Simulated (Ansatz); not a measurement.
# Elastic constants of CsI (Pm-3m) under pressure

```
CELL_PARAMETERS angstrom
4.50319 0.00000 0.00000
0.00000 4.50319 0.00000
0.00000 0.00000 4.50319
ATOMIC_POSITIONS crystal
Cs 0.00000 0.00000 0.00000
I 0.50000 0.50000 0.50000
```

This is the zero-pressure cell. At each pressure cell and atoms are relaxed in this structure, and the constants are slopes of the stress at strains of ±0.005 with relaxed ions (the coefficients that govern stability under load). Level: PBEsol, PAW on Ansatz 0.2.0's default frozen-core files (fitted under PBE), scalar-relativistic; k mesh 6×6×6, strains of ±0.005, fixed occupations, cutoff 420 eV. P is the pressure of the relaxed cell, less that of this one.

| P (GPa) | V/V₀ | C11 (GPa) | C12 (GPa) | C44 (GPa) |
| --- | --- | --- | --- | --- |
| 0.00 | 1.0000 | 25.1 | 6.9 | 7.3 |
| 0.96 | 0.9392 | 30.6 | 11.5 | 10.9 |
| 1.96 | ? | ? | ? | ? |
| 3.96 | 0.8295 | 45.3 | 24.5 | 21.1 |
| 6.94 | 0.7659 | 58.2 | 36.7 | 30.7 |
| 9.95 | 0.7208 | 70.4 | 48.4 | 40.0 |
| 14.94 | 0.6673 | 89.4 | 67.1 | 55.0 |

Question: Does the bulk modulus from the constants agree with the pressure-volume curve?

Answer: A third-order Birch-Murnaghan fit to the volumes shown (F against f, f = [(V₀/V)^(2/3) − 1]/2) gives B₀ = 13.1 GPa and B′ = 5.1. Its −V dP/dV stands beside (C11 + 2C12)/3:

```
P (GPa)  from P(V)  from the constants
   0.00       13.1                13.0
   0.96       17.8                17.8
   3.96       31.3                31.4
   6.94       43.8                43.9
   9.95       56.0                55.7
  14.94       75.9                74.5
```

Question: What are the pressure derivatives at zero pressure?

Answer: Slopes at V₀ of quadratic fits in −ln(V/V₀) through the first four rows shown, divided by B₀: dC11/dP = 5.5, dC12/dP = 4.3, dC44/dP = 3.3. The mean slopes up to 4.0 GPa are 5.1, 4.5, 3.5; curvature and scatter of the constants part the two. The combination (dC11/dP + 2 dC12/dP)/3 = 4.7 stands against B′.

Question: Fill the row at 1.96 GPa.

Answer: Cubic fits in −ln(V/V₀) through all rows shown give C11 = 35.8, C12 = 16.0, C44 = 14.4 GPa. Computed: V/V₀ = 0.8935, C11 (GPa) = 35.8, C12 (GPa) = 16.0, C44 (GPa) = 14.4.

Question: Does a shear stiffness soften?

Answer: C44 goes from 7.3 to 55.0 GPa; (C11 − C12)/2 goes from 9.1 to 11.1 GPa. Neither ends more than 3 % under its start, and the lattice stays mechanically stable over this range.

Caveats: no other phase was computed; many crystals of this kind change structure within this range, and rows or crossings beyond such a change describe a metastable lattice; frozen-core PAW files fitted under PBE, their cores solved anew for the functional of the run; phonons weren't checked at these pressures.
